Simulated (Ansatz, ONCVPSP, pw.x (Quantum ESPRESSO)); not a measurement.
# strontium (bcc): variants of one ONCV potential in the solid

| Property | Result |
| --- | --- |
| Element | strontium (Sr) |
| Generator | ONCVPSP 4.0.1.1 (patched build) |
| Type | optimised norm-conserving Vanderbilt (ONCV) |
| Functional | PBE |
| Relativity | scalar-relativistic |
| Frozen core | [Ar] 3d10 |
| Valence charge | 10 |
| Reference configuration | 4s2 4p6 4d1 5s1 |
| Partial waves | 4s+5s: rc 2.10 bohr, ncon 4, nbas 8, qcut 7.5 1/bohr, 2 projectors; 4p: rc 2.45 bohr, ncon 4, nbas 9, qcut 6.6 1/bohr, 3 projectors, debl 2.1 Ha; 4d: rc 2.65 bohr, ncon 4, nbas 7, qcut 3.5 1/bohr, 1 projector |
| Local potential | polynomial inside 1.50 bohr (lpopt 3, dvloc0 1 Ha) |
| Core correction | Teter function, fcfact 5, rcfact 1.7 |

Crystal test: bcc Sr in pw.x 7.5, no spin, 10³ k-points, Fermi–Dirac smearing 0.01 Ry, cutoffs set for each file from its atomic test. The reference is all-electron LAPW (Ansatz 0.2.0) with the same functional, mesh and smearing; V0 and B0 come from Birch–Murnaghan fits to the pressures at five volumes. Errors are pseudo minus all-electron; Δ is the rms difference of the E(V) curves that follow from these fits, minima aligned, over ±6 % about the mean V0. Mesh and smearing are coarse, so the numbers serve the comparison and aren't converged zero-temperature values; the lattice is a test structure that the element need not adopt.

All-electron: a0 = 4.780 Å (V0 = 54.61 Å³/atom), B0 = 11.4 GPa.

Base: Atomic configuration tests: 1 of 4 tests not solved or not reliable.

| change | cutoffs (Ry) | pw.x | a0 (Å) | a0 error (%) | B0 error (%) | Δ (meV/atom) | mean pressure error (GPa) |
| --- | --- | --- | --- | --- | --- | --- | --- |
| base | 55/220 | converged | 4.782 | +0.05 | -0.0 | 0.2 | +0.02 |
| core correction Teter function, fcfact 5, rcfact 1.08 | 55/220 | converged | 4.783 | +0.06 | -0.2 | 0.3 | +0.02 |
| core correction Teter function, fcfact 5, rcfact 1.48 | 55/220 | converged | 4.783 | +0.06 | -0.1 | 0.3 | +0.02 |
| core correction Teter function, fcfact 5, rcfact 1.78 | 55/220 | converged | 4.782 | +0.03 | +0.1 | 0.1 | +0.01 |
| core correction Teter function, fcfact 5, rcfact 2.04 | 55/220 | converged | 4.781 | +0.03 | +2.0 | 0.1 | +0.01 |

Task: Give the row for: core correction Teter function, fcfact 5, rcfact 1.28.

Result: pw.x: converged; mean pressure error (GPa): +0.02; a0 (Å): 4.783; a0 error (%): +0.06; B0 error (%): -0.2; Δ (meV/atom): 0.3.
